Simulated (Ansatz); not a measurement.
# AlPt in Ansatz: the effect of functional

The system is AlPt.

```
Pt Al
1.0
     3.11202    0.00000    0.00000
     0.00000    3.11202    0.00000
     0.00000    0.00000    3.11202
Pt Al
1 1
Direct
  0.50000 0.50000 0.50000
  0.00000 0.00000 0.00000
```

Measurements of this composition are mostly on another form, of space group No. 198.

The cell isn't the ideal one: volume scaled by 1.02.

Alike in all runs:

| Quantity | Value |
| --- | --- |
| Program | Ansatz 0.2.0 |
| Task | single point |
| Potentials or basis | Ansatz PAW |
| k mesh | 9 × 9 × 9 |
| Occupations | fermi-dirac, width 0.05 eV |
| Spin | no spin polarisation |

| functional | cutoff | pressure (GPa) |
| --- | --- | --- |
| LDA | 420 eV (not typed: the program's choice for these potentials) | -12.9 |
| PBEsol | 420 eV (not typed: the program's choice for these potentials) | -9.0 |
| r2SCAN | 500 eV (not typed: the program's choice for these potentials) | ? |

Task: What does the run with functional r2SCAN give?

Result: Pressure -8.2 GPa.

Caveats: the PAW data sets come from PBE, with cores solved anew for the run's functional, which leaves a small shift of forces and pressure.
